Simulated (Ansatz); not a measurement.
**Zn: a fit and a missing row**

Zn, P6_3/mmc, a = 2.633 Å, c = 5.108 Å. Ansatz: PBE, PAW, 420 eV, Γ-centred 18×18×8 mesh on 2 atoms, Gaussian smearing 0.10 eV; no spin polarisation. Shape and atoms are relaxed at each volume; pressure is positive in compression.

```tsv
V (Å³/atom)	P (GPa)
13.498	10.78
13.958	7.04
14.418	3.96
14.878	2.01
15.338	-0.01
15.799	-1.75
16.259	-3.10
16.872	?
```

**Question.** Take V0 = 15.338 Å³/atom, count pressures from its P0 = -0.01 GPa, fit the third-order Birch–Murnaghan form to the other rows, and predict the missing pressure.

**Answer.** With the Eulerian strain f = ½[(V0/V)^(2/3) − 1] and y = (P − P0)/[3f(1 + 2f)^(5/2)], the form is the line y = B0 + 1.5 B0 (B0′ − 4) f. Rows (f, y): 0.04446, 65.4; 0.03244, 61.9; 0.02105, 56.7; 0.01025, 62.4; -0.00977, 62.4; -0.01906, 59.6. Means f = 0.01323, y = 61.400; Σ(Δf)² = 0.002986, ΣΔfΔy = 0.1299; the slope is their ratio. y = 60.82 + 43.51 f GPa, so B0 = 60.8 GPa and B0′ = 4 + 2 × (43.51)/(3 × 60.82) = 4.48. At V = 16.872, f = -0.03079, y = 59.48 and P = -4.70 GPa. The run gave -4.51 GPa, so the fit is 0.19 GPa too low, within the rms miss on the fitted rows (0.23 GPa). The form still works here, 22 % of the fitted range beyond its end. With a term in f² added B0′ becomes 3.70, so this figure hangs on the form.